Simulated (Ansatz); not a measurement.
Input and command of a plane-wave DFT calculation in Ansatz:

```yaml
crystal:
  lattice:
    - [1.468862238, 2.5441440255, 2.6797873418]
    - [-1.468862238, -2.5441440255, 2.6797873418]
    - [4.4065867139, -2.5441440255, 0.0]
  atoms:
    - { symbol: Mg, position: [0.5884383894, 0.4115616106, -0.0589589263] }
    - { symbol: Mg, position: [0.25, 0.75, 0.5] }
    - { symbol: Mg, position: [0.75, 0.25, 0.5] }
    - { symbol: Mg, position: [0.0, 0.0, 0.0] }
    - { symbol: O, position: [0.75, 0.75, 0.3333333333] }
    - { symbol: O, position: [0.5, 1.0, 0.8333333333] }
    - { symbol: O, position: [0.0, 0.5, 0.8333333333] }
    - { symbol: O, position: [0.25, 0.25, 0.3333333333] }
basis:
  ecutwfc: 420
kpoints:
  mp_grid: { grid: [6, 6, 6] }
hamiltonian:
  xc: pbe
scf:
  occupations: { method: gaussian, width: 0.05 }
output:
  forces: true
  stress: true
  eigenvalues: true
```

```bash
ansatz run input.yaml --threads 1 --pin off --max-ram 2560MiB --backend cpu --events-out ev --progress --plain --runs-dir out
```

Processor: Intel(R) Xeon(R) 6975P-C (Granite Rapids), 1 thread, on a host shared with other jobs.

How long does it run, and how much memory does it take?

About 7.3 s on 1 thread of Intel(R) Xeon(R) 6975P-C (Granite Rapids) (shared host), peak memory 0.42 GiB. It solves 40 bands at 68 k points (the mesh reduced by the symmetry that the task leaves, which can be less than the crystal's) with about 1581 plane waves, in 6 SCF iterations.
